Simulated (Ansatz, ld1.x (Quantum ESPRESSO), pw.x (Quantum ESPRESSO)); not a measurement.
rhenium (Re): does the TM potential hold in the solid?

ld1.x (Quantum ESPRESSO) 7.5 input, shortened:

```
&input
   title='Re', zed=75., rel=1, dft='PBE', iswitch=3,
   config='[Xe] 4f14 5d5 6s1.5 6p0'
 /
 &inputp
   pseudotype=2, tm=.true., lloc=-1, rcloc=1.65,
   nlcc=.false.
 /
3
6S  1  0   1.50   0.00  2.60  2.60  0.0
6P  2  1   0.00   0.00  3.65  3.65  0.0
5D  3  2   5.00   0.00  1.55  1.55  0.0
 &test
   configts(1)='5d5 6s1.5 6p0'
 /
```

Crystal test: fcc Re in pw.x 7.5, no spin, 14³ k-points, Fermi–Dirac smearing 0.01 Ry, cutoffs 70/280 Ry. The reference is all-electron LAPW (Ansatz 0.2.0) with the same functional, mesh and smearing; V0 and B0 come from Birch–Murnaghan fits to the pressures at five volumes. Errors are pseudo minus all-electron; Δ is the rms difference of the E(V) curves that follow from these fits, minima aligned, over ±6 % about the mean V0. Mesh and smearing are coarse, so the numbers serve the comparison and aren't converged zero-temperature values; the lattice is a test structure that the element need not adopt.

All-electron: a0 = 3.916 Å (V0 = 15.01 Å³/atom), B0 = 359.1 GPa.

Task: How far does the potential miss the all-electron equation of state?

Result: mean pressure error (GPa): +69.06. The pressure does not cross zero within the volumes sampled, so no fit is given. The largest radius (3.65 bohr) exceeds half the bond length (2.62 bohr), so the spheres overlap, which is one possible source of error among others. This is a poor potential for the solid. Note: ghost states, extra bound levels that the all-electron valence spectrum of the same l lacks: s at -99.4 eV, p at -29.8 eV. A true bound ghost makes a file unfit for plane-wave use.

```json
{"V (Å³/atom)": "14.246", "P all-electron (GPa)": "21.20", "P pseudo (GPa)": "94.08"}
{"V (Å³/atom)": "14.621", "P all-electron (GPa)": "10.13", "P pseudo (GPa)": "81.13"}
{"V (Å³/atom)": "14.996", "P all-electron (GPa)": "0.45", "P pseudo (GPa)": "69.53"}
{"V (Å³/atom)": "15.371", "P all-electron (GPa)": "-8.00", "P pseudo (GPa)": "59.14"}
{"V (Å³/atom)": "15.746", "P all-electron (GPa)": "-15.36", "P pseudo (GPa)": "49.84"}
```

Task: At the middle volume, how do free energy and pressure move when the wave cutoff is lowered (ecutrho kept at four times it)?

Result:

| cutoff (Ry) | shift of F (meV/atom) | shift of P (GPa) |
| --- | --- | --- |
| 32 | +839.2 | -39.25 |
| 42 | +99.6 | -6.34 |
| 56 | +6.7 | -0.08 |

Input at the middle volume:

```
&control
  calculation='scf', prefix='x', pseudo_dir='./', outdir='./tmp', tstress=.true., disk_io='none'
/
&system
  ibrav=0, nat=1, ntyp=1, ecutwfc=70, ecutrho=280, nbnd=11,
  occupations='smearing', smearing='fd', degauss=0.01
/
&electrons
  conv_thr=1e-09, mixing_beta=0.4, electron_maxstep=70
/
ATOMIC_SPECIES
Re 1.0 Re.UPF
CELL_PARAMETERS angstrom
  0.00000000 1.95725981 1.95725981
  1.95725981 0.00000000 1.95725981
  1.95725981 1.95725981 0.00000000
ATOMIC_POSITIONS crystal
Re 0.0000 0.0000 0.0000
K_POINTS automatic
14 14 14 0 0 0
```

```bash
pw.x < Re.scf.in > Re.scf.out
```

Lines of the output:

```
Message from routine setup:
     using ibrav=0 with symmetry is DISCOURAGED, use correct ibrav instead
     lattice parameter (alat)  =       5.2307  a.u.
     unit-cell volume          =     101.1980 (a.u.)^3
     number of electrons       =         7.00
     number of Kohn-Sham states=           11
     kinetic-energy cutoff     =      70.0000  Ry
     charge density cutoff     =     280.0000  Ry
     scf convergence threshold =      1.0E-09
     Exchange-correlation= PBE
     number of k points=   104  Fermi-Dirac smearing, width (Ry)=  0.0100
     iteration #  1     ecut=    70.00 Ry     beta= 0.40
     total energy              =     -31.39678287 Ry
     estimated scf accuracy    <      22.80843580 Ry
     iteration #  2     ecut=    70.00 Ry     beta= 0.40
     total energy              =     -34.90881766 Ry
     estimated scf accuracy    <       1.30073318 Ry
     iteration #  3     ecut=    70.00 Ry     beta= 0.40
     total energy              =     -34.80604702 Ry
     estimated scf accuracy    <       0.37341938 Ry
     iteration #  4     ecut=    70.00 Ry     beta= 0.40
     total energy              =     -34.76491846 Ry
     estimated scf accuracy    <       0.26116198 Ry
     iteration #  5     ecut=    70.00 Ry     beta= 0.40
     total energy              =     -34.85217630 Ry
     estimated scf accuracy    <       0.03138704 Ry
     iteration #  6     ecut=    70.00 Ry     beta= 0.40
     total energy              =     -34.84001184 Ry
     estimated scf accuracy    <       0.02491177 Ry
     iteration #  7     ecut=    70.00 Ry     beta= 0.40
     total energy              =     -34.84496288 Ry
     estimated scf accuracy    <       0.00033686 Ry
     iteration #  8     ecut=    70.00 Ry     beta= 0.40
     total energy              =     -34.84511029 Ry
     estimated scf accuracy    <       0.00056792 Ry
     iteration #  9     ecut=    70.00 Ry     beta= 0.40
     total energy              =     -34.84512819 Ry
     estimated scf accuracy    <       0.00005740 Ry
     iteration # 10     ecut=    70.00 Ry     beta= 0.40
     total energy              =     -34.84514020 Ry
     estimated scf accuracy    <       0.00000054 Ry
     iteration # 11     ecut=    70.00 Ry     beta= 0.40
     total energy              =     -34.84514036 Ry
     estimated scf accuracy    <          1.1E-09 Ry
     iteration # 12     ecut=    70.00 Ry     beta= 0.40
     total energy              =     -34.84514035 Ry
     estimated scf accuracy    <       0.00000002 Ry
     iteration # 13     ecut=    70.00 Ry     beta= 0.40
     the Fermi energy is    16.1208 ev
!    total energy              =     -34.84514035 Ry
     estimated scf accuracy    <          6.0E-10 Ry
     smearing contrib. (-TS)   =      -0.00217918 Ry
     The total energy is F=E-TS. E is the sum of the following terms:
     one-electron contribution =      -2.57228413 Ry
     hartree contribution      =       5.00647650 Ry
     xc contribution           =      -6.90713799 Ry
     ewald contribution        =     -30.37001555 Ry
     convergence has been achieved in  13 iterations
          total   stress  (Ry/bohr**3)                   (kbar)     P=      695.33
     Message from routine punch:
     Nothing written, as per user request (disk_io='none')
```

The run at the middle volume (104 k-points, 13 iterations) took about 22 s on one core of a shared host (Neoverse-V1, 32 threads, 247 GiB, load 27).
